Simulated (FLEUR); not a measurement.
**HfC: equation of state with AM05**

HfC:

```
Hf C
1.0
     0.00000    2.32500    2.32500
     2.32500    0.00000    2.32500
     2.32500    2.32500    0.00000
Hf C
1 1
Cartesian
  2.3250 2.3250 2.3250
  0.0000 0.0000 0.0000
```

```yaml
Program: FLEUR MaX-R8.1 (later development tree)
Task: equation of state
Functional: AM05
Potentials_or_basis: all-electron
Basis: FLAPW
Kmax: 4.77 1/bohr
k_mesh: 10 × 10 × 10
Occupations: fermi-dirac, width 0.05 eV
Spin: no spin polarisation
Gmax: 14.8 1/bohr
Muffin-tin_radii: Hf 2.44, C 1.51 bohr
lmax: Hf 10, C 8
Local_orbitals_a_species: Hf 4, C 3
```

| Property | Result |
| --- | --- |
| Equilibrium volume | 12.18 Å³/atom |
| Bulk modulus | 248 GPa |
| Pressure derivative of the bulk modulus | 3.9 (rough: it moves with the points fitted) |

Energy against volume, from the lowest point:
| volume (Å³/atom) | energy (meV/atom) |
| --- | --- |
| 11.814 | 8.11 |
| 12.065 | 0.00 |
| 12.568 | 8.24 |
| 13.071 | 44.01 |
| 13.322 | 70.63 |

Spin-orbit coupling is left out, which matters for the levels of Hf.
